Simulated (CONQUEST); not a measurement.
Crystal: P.

```
P
1.0
     3.45145    0.00000    0.00000
     0.00000    5.97809    0.00000
     0.00000    0.00000    9.38904
P
12
Cartesian
  0.0000 0.0000 2.1321
  0.0000 1.9927 8.3914
  0.0000 3.9854 5.2617
  1.7257 0.9963 5.2617
  1.7257 2.9890 2.1321
  1.7257 4.9817 8.3914
  0.0000 0.0000 7.2570
  0.0000 1.9927 4.1273
  0.0000 3.9854 0.9976
  1.7257 0.9963 0.9976
  1.7257 2.9890 7.2570
  1.7257 4.9817 4.1273
```

This isn't the form of P at room conditions, which is orthorhombic.

```yaml
Program: CONQUEST 1.3
Task: single point
Functional: PBE
Potentials_or_basis: PseudoDojo NC PBE, DZP, grid cutoff 120 Ha
k_mesh: 8 × 5 × 3
Occupations: fermi-dirac, width 0.05 eV
Spin: no spin polarisation
```

On this cell: pressure 3.3 GPa; largest force 0.436 eV/Å; band gap on the k mesh none (metal or under the smearing width).

The same run follows on a disturbed copy (atoms moved at random, drawn with an rms of 0.05 Å):

```xyz
12
Lattice="3.4515 0.0000 0.0000 0.0000 5.9781 0.0000 0.0000 0.0000 9.3890" Properties=species:S:1:pos:R:3 pbc="T T T"
P     0.0135    1.9854    8.4557
P     0.0135    3.9781    5.3260
P     0.0135    5.9708    2.1963
P     1.7392    0.9890    5.3260
P     1.7392    2.9817    2.1963
P     1.7392    4.9744    8.4557
P     0.0037    1.9808    4.1381
P     0.0037    3.9735    1.0084
P     0.0037    5.9662    7.2677
P     1.7294    0.9845    1.0084
P     1.7294    2.9772    7.2677
P     1.7294    4.9699    4.1381
```

Task: What changes?

Result: The energy (extrapolated to zero smearing) moves by -5.3 meV/atom; pressure 1.5 GPa; largest force 0.059 eV/Å; band gap on the k mesh none (metal or under the smearing width).

Forces on the atoms (eV/Å):
```
P   -0.048 -0.015 -0.031
P   -0.048 -0.015 -0.031
P   -0.048 -0.015 -0.031
P   -0.048 -0.015 -0.031
P   -0.048 -0.015 -0.031
P   -0.048 -0.015 -0.031
P    0.047  0.015  0.030
P    0.047  0.015  0.030
P    0.047  0.015  0.030
P    0.047  0.015  0.030
P    0.047  0.015  0.030
P    0.047  0.015  0.030
```

Stress tensor (GPa, compression positive):
```
 2.29 -0.03 -0.20
-0.03  2.78 -0.28
-0.20 -0.28 -0.69
```

Caveats: the box holds several primitive cells, so bands are folded and the points are those of the box's own zone; the basis of atomic orbitals isn't converged, which shifts pressures, moduli and gaps.
